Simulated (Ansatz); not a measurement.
Ge in Ansatz: convergence with ecutfock ratio

The system is Ge.

```xyz
4
Lattice="4.0504 0.0000 0.0000 -2.0252 3.5078 0.0000 0.0000 0.0000 10.9934" Properties=species:S:1:pos:R:3 pbc="T T T"
Ge    2.0252    1.1693    4.5606
Ge    0.0000    2.3385   10.0573
Ge    0.0000    0.0000    5.2488
Ge    0.0000    0.0000   10.7455
```

This isn't the form of Ge at room conditions, which is diamond.

| Item | Value |
| --- | --- |
| Program | Ansatz 0.2.0 |
| Task | convergence study |
| Functional | PBE0 |
| Potentials or basis | Ansatz PAW |
| Cutoff | 420 eV |
| Density cutoff | 1680 eV |
| k mesh | 4 × 4 × 2 |
| Occupations | methfessel-paxton, width 0.1 eV |
| Spin | no spin polarisation |

These are the settings of the first run; the series varies ecutfock ratio, with any setting tied to it.

Hardware: 2 threads of AMD EPYC 9R45 96-Core Processor (Zen 5) (shared host).

Q: The values tried are 1, 2, 3, 4, loosest first. From which on does the energy stay within 1 meV/atom of the tightest run that finished?

A: From 2 on.

```csv
ecutfock ratio,"energy less the tightest run, at zero smearing (meV/atom)",SCF cycles,CPU time (s),peak memory (GiB)
1,10.50,19,33,1.3
2,0.07,19,34,1.4
3,0.00,19,41,1.5
4,0.00,19,41,1.4
```

The tightest run that finished is the yardstick and may itself not be fully converged.

Caveat, for the tightest run too: the k mesh is coarse (spacing up to 0.45 Å⁻¹), so the values aren't converged, least of all with exact exchange.
